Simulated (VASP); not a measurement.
**BN (zincblende), PBE single-point calculation: Ansatz's output and VASP's**

```cif
data_structure
_symmetry_space_group_name_H-M 'P 1'
_symmetry_Int_Tables_number 1
_cell_length_a 2.5524
_cell_length_b 2.5524
_cell_length_c 2.5524
_cell_angle_alpha 60.000
_cell_angle_beta 60.000
_cell_angle_gamma 60.000
_cell_volume 11.76
loop_
_atom_site_label
_atom_site_type_symbol
_atom_site_fract_x
_atom_site_fract_y
_atom_site_fract_z
_atom_site_occupancy
B1 B 0.00000 0.00000 0.00000 1
N1 N 0.25000 0.25000 0.25000 1
```

Ansatz printed

```
SCF 1 converged in 6 iterations: F = -542.273731 eV  dr2 = 4.53e-11
  greatest PAW one-centre occupation: 0.787 electrons in one spin orbital (limit 2), on the N atom at site 1 (counted from 0), in its partial waves of l = 0
NSCF: frozen V_eff on 102 k-points
SCF converged after 6 iterations
Free energy (F): -542.273731 eV
Harris-Foulkes:  -542.273731 eV  (|F-HF|=1.19e-11)
Internal energy: -542.273731 eV  (E = F + TS)
E sigma→0 (E₀):  -542.273731 eV
Fermi energy:    13.489462 eV
--- Per-component energies (eV) ---
  E_band       = 26.836959
  E_kinetic    = 185.881485
  E_local      = -174.863960  (includes V_loc(G=0)·N_el)
  E_nonlocal   = 56.622452
  E_hartree    = 48.993332
  E_xc         = -93.512598
  E_vxc        = -116.317042  (∫ρ·V_xc dr)
  E_paw        = -206.478812  (= ΣΔE_a)
  E_vpaw       = -22.472729  (= ΣTr[D̂ρ^β])
  E_aug_tail   = 0.000104  (compensation charges beyond the density's cutoff)
  E_ewald      = -358.915733
  E_smearing   = -0.000000  (= −TS)
  E_closure    = -0.000000  (closes the sum)
  Σ components = -542.273731   (vs F -542.273731, Δ=0.00e0)
--- Forces (eV/Å), atoms counted from 1 ---
  atom   1  B      0.00000000    -0.00000000     0.00000000
  atom   2  N     -0.00000000    -0.00000000    -0.00000000
  max |Σ_I F_I| component: 5.46e-16 eV/Å
--- Stress (GPa, compression-positive) ---
        4.739767      -0.000000      -0.000000
       -0.000000       4.739767       0.000000
       -0.000000       0.000000       4.739767
  P = ⅓ Tr σ = 4.7398 GPa (47.398 kbar)
--- Band table (eV; the first three rows and the last of 72) ---
  k-point 0: bands = ["-9.0310", "11.2512", "11.2512", "11.2512", "20.1034", "20.1034", "20.1034", "21.6451"]
  k-point 1: bands = ["-8.8612", "10.3381", "11.0703", "11.0703", "20.3149", "20.3785", "20.3785", "22.2092"]
  k-point 2: bands = ["-8.3584", "8.2319", "10.6290", "10.6290", "20.6337", "21.0172", "21.0172", "23.5388"]
  k-point 71: bands = ["-3.1049", "3.6457", "4.2546", "4.7179", "20.8760", "24.6003", "25.7899", "25.9786"]
```

Datasets and cutoffs are each program's own. VASP's cell holds 8 valence electrons and Ansatz's 8. Ansatz's stress includes a Pulay correction; VASP's doesn't. Ansatz solved a whole band path, VASP its corner points and band edges.

Task: What does VASP give for the same cell and level of theory?

Result: gap between bands v and c 4.46 eV; least direct gap 8.84 eV; pressure 5.0 GPa.

From OUTCAR

```
k-points           NKPTS =     72   k-points in BZ     NKDIM =     72   number of bands    NBANDS=     11

   NELECT =       8.0000    total number of electrons

   dimension x,y,z NGX =    20 NGY =   20 NGZ =   20
   dimension x,y,z NGXF=    40 NGYF=   40 NGZF=   40

  energy-cutoff  :      520.00
  volume of cell :       11.76
      direct lattice vectors                 reciprocal lattice vectors
     0.000000000  1.804825464  1.804825464    -0.277035098  0.277035098  0.277035098
     1.804825464  0.000000000  1.804825464     0.277035098 -0.277035098  0.277035098
     1.804825464  1.804825464  0.000000000     0.277035098  0.277035098 -0.277035098

 k-points in reciprocal lattice and weights: KPOINTS created by Atomic Simulation Env
   0.00000000  0.00000000  0.00000000       0.001
   0.08333333  0.00000000  0.00000000       0.005
   0.16666667  0.00000000  0.00000000       0.005
   0.25000000  0.00000000  0.00000000       0.005
   0.33333333  0.00000000  0.00000000       0.005
   0.41666667  0.00000000  0.00000000       0.005
   0.50000000  0.00000000  0.00000000       0.002
   0.08333333  0.08333333  0.00000000       0.003
   ...

 E-fermi :   7.9421

 k-point     1 :       0.0000    0.0000    0.0000
  band No.  band energies     occupation
      1     -12.8236      2.00000
      2       7.4577      2.00000
      3       7.4577      2.00000
      4       7.4577      2.00000
      5      16.2988      0.00000
      6      16.2988      0.00000
      7      16.2988      0.00000
      8      17.8795      0.00000
      9      32.2937      0.00000
     10      35.2804      0.00000
     11      35.2804      0.00000

 k-point     2 :       0.0833    0.0000    0.0000
  band No.  band energies     occupation
      1     -12.6539      2.00000
      2       6.5427      2.00000
      3       7.2761      2.00000
      4       7.2761      2.00000
      5      16.5154      0.00000
      6      16.5743      0.00000
      7      16.5743      0.00000
      8      18.4381      0.00000
      9      32.0800      0.00000
     10      33.0627      0.00000
     11      33.0627      0.00000

 k-point     3 :       0.1667    0.0000    0.0000
  band No.  band energies     occupation
      1     -12.1512      2.00000
      2       4.4366      2.00000
      3       6.8344      2.00000
      4       6.8344      2.00000
      5      16.8412      0.00000
      6      17.2142      0.00000
      7      17.2142      0.00000
      8      19.7598      0.00000
      9      31.5025      0.00000
     10      31.5025      0.00000
     11      31.5137      0.00000

 k-point     4 :       0.2500    0.0000    0.0000
  band No.  band energies     occupation
      1     -11.3389      2.00000
      2       1.9622      2.00000
      3       6.3247      2.00000
      4       6.3247      2.00000
      5      17.1510      0.00000
      6      17.8244      0.00000
      7      17.8244      0.00000
      8      21.0875      0.00000
      9      30.9635      0.00000
     10      31.0995      0.00000
     11      31.0995      0.00000

 k-point     5 :       0.3333    0.0000    0.0000
  band No.  band energies     occupation
      1     -10.2801      2.00000
      2      -0.4360      2.00000
      3       5.8899      2.00000
      4       5.8899      2.00000
      5      17.4195      0.00000
      6      18.1366      0.00000
      7      18.1366      0.00000
      8      22.0460      0.00000
      9      30.7451      0.00000
     10      31.9017      0.00000
     11      31.9017      0.00000

 k-point     6 :       0.4167    0.0000    0.0000
  band No.  band energies     occupation
      1      -9.1653      2.00000
      2      -2.4022      2.00000
      3       5.6068      2.00000
      4       5.6068      2.00000
      5      17.5990      0.00000
      6      18.1963      0.00000
      7      18.1963      0.00000
      8      22.5878      0.00000
      9      30.8520      0.00000
     10      33.4576      0.00000
     11      33.4576      0.00000

 k-point     7 :       0.5000    0.0000    0.0000
  band No.  band energies     occupation
      1      -8.5853      2.00000
      2      -3.2732      2.00000
      3       5.5092      2.00000
      4       5.5092      2.00000
      5      17.6611      0.00000
      6      18.1882      0.00000
      7      18.1882      0.00000
      8      22.7604      0.00000
      9      30.9775      0.00000
     10      34.3421      0.00000
     11      34.4317      0.00000

 k-point     8 :       0.0833    0.0833    0.0000
  band No.  band energies     occupation
      1     -12.5974      2.00000
      2       6.8642      2.00000
      3       6.9067      2.00000
      4       6.9067      2.00000
      5      15.9568      0.00000
      6      17.0391      0.00000
      7      17.0391      0.00000
      8      18.5027      0.00000
      9      30.3698      0.00000
     10      33.0931      0.00000
     11      35.5978      0.00000

 ...

  Total        0.3683346      0.3683346      0.3683346     -0.0000000      0.0000000      0.0000000
  in kB       50.1900380     50.1900380     50.1900380     -0.0000000      0.0000000      0.0000000
  external PRESSURE =      50.1900380 kB  Pullay stress =       0.0000000 kB

 POSITION                                       TOTAL-FORCE (eV/Angst)
 -----------------------------------------------------------------------------------
      0.00000      0.00000      0.00000         0.000000      0.000000      0.000000
      0.90241      0.90241      0.90241        -0.000000     -0.000000     -0.000000
 -----------------------------------------------------------------------------------
    total drift:                                0.000000      0.000000      0.000000

  FREE ENERGIE OF THE ION-ELECTRON SYSTEM (eV)
  ---------------------------------------------------
  free  energy   TOTEN  =       -17.4483462109 eV

  energy  without entropy=      -17.4483462109  energy(sigma->0) =      -17.44834621
```
